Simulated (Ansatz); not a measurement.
## CoO: relaxation of cell and atoms with BLYP+D3(BJ)

Crystal: CoO.

```xyz
2
Lattice="1.5055 0.8692 2.4399 -1.5055 0.8692 2.4399 0.0000 -1.7384 2.4399" Properties=species:S:1:pos:R:3 pbc="T T T"
Co    0.0000    0.0000    0.0000
O     0.0000    0.0000    3.6599
```

The cell is a database's computed one.

```json
{"Program": "Ansatz 0.2.0", "Task": "relaxation of cell and atoms", "Functional": "BLYP", "Dispersion": "D3(BJ)", "Potentials or basis": "Ansatz PAW", "Cutoff": "420 eV (not typed: the program's choice for these potentials)", "k mesh": "11 × 11 × 11", "Occupations": "fermi-dirac, width 0.05 eV", "Spin": "collinear spin, ferromagnetic start", "Starting moments": "[2.0, 0.0] μB"}
```

- Relaxed volume: 9.66 Å³/atom
- Relaxed cell: a = 2.951 Å, b = 2.951 Å, c = 2.951 Å, α = 62.83°, β = 62.83°, γ = 62.83°
- Space group after relaxing (to 0.05 Å): R-3m (No. 166)
- Energy gained by relaxing: 18.9 meV/atom
- Ionic steps: 21
- Pressure after relaxing: 0.0 GPa
- Band gap on the k mesh: none (metal or under the smearing width)
- Net moment: 2.81 μB per cell
- Absolute moment: 2.82 μB per cell
- Site moments: Co +2.40; O +0.30 μB

Step by step:
| step | energy change (eV) | largest force (eV/Å) | volume (Å³) |
| --- | --- | --- | --- |
| 1 | 0.0000 | 0.0000 | 19.16 |
| 2 | -0.0111 | 0.0000 | 19.83 |
| 3 | -0.0133 | 0.0000 | 19.79 |
| 4 | -0.0189 | 0.0000 | 19.19 |
| 5 | -0.0165 | 0.0000 | 19.74 |
| 6 | -0.0191 | 0.0000 | 19.69 |
| 7 | -0.0245 | 0.0000 | 19.58 |
| 8 | -0.0260 | 0.0000 | 19.55 |
| 9 | -0.0276 | 0.0000 | 19.53 |
| 10 | -0.0314 | 0.0000 | 19.44 |
| 11 | -0.0326 | 0.0000 | 19.41 |
| 12 | -0.0334 | 0.0000 | 19.37 |
| 13 | -0.0342 | 0.0000 | 19.36 |
| 14 | -0.0353 | 0.0000 | 19.32 |
| 15 | -0.0355 | 0.0000 | 19.31 |
| 16 | -0.0356 | 0.0000 | 19.30 |
| 17 | -0.0356 | 0.0000 | 19.30 |
| 18 | -0.0374 | 0.0000 | 19.30 |
| 19 | -0.0376 | 0.0000 | 19.31 |
| 20 | -0.0376 | 0.0000 | 19.31 |
| 21 | -0.0377 | 0.0000 | 19.31 |

Final structure:
```xyz
2
Lattice="1.5381 0.8880 2.3565 -1.5381 0.8880 2.3565 0.0000 -1.7760 2.3565" Properties=species:S:1:pos:R:3 pbc="T T T"
Co    0.0000    0.0000    0.0000
O     0.0000    0.0000    3.5347
```

Levels at points of the mesh, in eV from the Fermi level:
Spin up:
```tsv
k point	band 9	band 10	band 11	band 12	band 13	band 14	band 15	band 16	band 17
(0.00, 0.00, 0.00)	-3.14	-2.98	-2.98	-2.86	-2.72	1.25	17.40	17.88	17.88
```
Spin down:
| k point | band 8 | band 9 | band 10 | band 11 | band 12 | band 13 |
| --- | --- | --- | --- | --- | --- | --- |
| (0.00, 0.00, 0.00) | -2.32 | -1.17 | -1.17 | -0.99 | 0.11 | 0.11 |

Run time: 72 s on 2 threads of Intel(R) Xeon(R) Platinum 8488C (Sapphire Rapids), with other jobs on the host, peak memory 0.45 GiB.

Caveat: the plane-wave basis is chosen anew once the cell has moved, so the energies of steps on either side of that aren't comparable; the pressure holds a Pulay correction of +0.9 GPa for the finite cutoff; a cell with one magnetic atom can't hold antiferromagnetic order, which such compounds often take; semilocal functionals often make such compounds metallic where correlation or magnetic order opens a gap, which also shifts bond lengths; pairwise dispersion overbinds metals, which lowers pressure and volume; the PAW data sets come from PBE, with cores solved anew for the run's functional, which leaves a small shift of forces and pressure. With open d or f shells a metallic result of BLYP can be an artefact of self-interaction; +U or a hybrid may open a gap.
